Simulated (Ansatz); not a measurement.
# MoP: the cost of one run

Program: Ansatz 0.2.0. Level of theory: DFT PBE, scalar-relativistic, plane waves, PAW. These are calculated values, not measurements.

1 further run of the same task is left out (set aside as unsound or not needed).

**1. The structure to begin with**

It takes space group P-6m2 (No. 187, hexagonal). The conventional cell has a = 3.241 Å, b = 3.241 Å, c = 3.195 Å, α = 90.00°, β = 90.00°, γ = 120.00°. Mo (site symmetry -6m2) is surrounded by 6 P at 2.46 Å. Around P (site symmetry -6m2) lie 6 Mo at 2.46 Å.

As a file:

```xyz
2
Lattice="3.2410 0.0000 0.0000 -1.6205 2.8068 0.0000 0.0000 0.0000 3.1952" Properties=species:S:1:pos:R:3 pbc="T T T"
Mo    0.0000    0.0000    0.0000
P     0.0000    1.8712    1.5976
```

This cell was relaxed beforehand with the same method: volume 14.53 Å³/atom, gap on the mesh none (metal).

**2. The perfect supercell**

input.yaml reads:

```yaml
crystal:
  lattice:
    - [1.0e-10, -5.6136513309, 6.3904533237]
    - [1.0e-10, -5.6136513309, -6.3904533237]
    - [6.4820862141, 5.613651331, 0.0]
  atoms:
    - { symbol: Mo, position: [0.5, 0.5, 1.0] }
    - { symbol: Mo, position: [0.875, 0.375, 0.75] }
    - { symbol: Mo, position: [0.125, 0.125, 0.75] }
    - { symbol: Mo, position: [0.375, 0.875, 0.75] }
    - { symbol: Mo, position: [0.375, 0.375, 0.25] }
    - { symbol: Mo, position: [0.75, 0.25, 0.0] }
    - { symbol: Mo, position: [0.0, 0.0, 0.0] }
    - { symbol: Mo, position: [0.25, 0.75, 0.0] }
    - { symbol: Mo, position: [0.625, 0.625, 0.75] }
    - { symbol: Mo, position: [1.0, 0.5, 0.5] }
    - { symbol: Mo, position: [0.25, 0.25, 0.5] }
    - { symbol: Mo, position: [0.5, 1.0, 0.5] }
    - { symbol: Mo, position: [0.625, 0.125, 0.25] }
    - { symbol: Mo, position: [0.875, 0.875, 0.25] }
    - { symbol: Mo, position: [0.125, 0.625, 0.25] }
    - { symbol: Mo, position: [0.75, 0.75, 0.5] }
    - { symbol: P, position: [0.8333333333, 0.5833333333, 0.25] }
    - { symbol: P, position: [0.2083333333, 0.4583333333, 1.0] }
    - { symbol: P, position: [0.4583333333, 0.2083333333, 1.0] }
    - { symbol: P, position: [0.7083333333, 0.9583333333, 1.0] }
    - { symbol: P, position: [0.7083333333, 0.4583333333, 0.5] }
    - { symbol: P, position: [0.0833333333, 0.3333333333, 0.25] }
    - { symbol: P, position: [0.3333333333, 0.0833333333, 0.25] }
    - { symbol: P, position: [0.5833333333, 0.8333333333, 0.25] }
    - { symbol: P, position: [0.9583333333, 0.7083333333, 0.0] }
    - { symbol: P, position: [0.3333333333, 0.5833333333, 0.75] }
    - { symbol: P, position: [0.5833333333, 0.3333333333, 0.75] }
    - { symbol: P, position: [0.8333333333, 0.0833333333, 0.75] }
    - { symbol: P, position: [0.9583333333, 0.2083333333, 0.5] }
    - { symbol: P, position: [0.2083333333, 0.9583333333, 0.5] }
    - { symbol: P, position: [0.4583333333, 0.7083333333, 0.5] }
    - { symbol: P, position: [0.0833333333, 0.8333333333, 0.75] }
basis:
  ecutwfc: 420
  xc_grid: 2
kpoints:
  mp_grid: { grid: [4, 4, 4], shift: [0.5, 0.5, 0.5] }
hamiltonian:
  xc: pbe
scf:
  occupations: { method: gaussian, width: 0.1 }
output:
  forces: true
  stress: true
  eigenvalues: true
```

Launch:

```console
> ansatz run input.yaml --threads 4 --pin off --max-ram 10240MiB --backend cpu --events-out ev --progress --plain --runs-dir out
```

What time and memory should one allow on 4 threads of Arm Neoverse V1, shared host?

About 39 s, with a peak of 2.3 GiB.
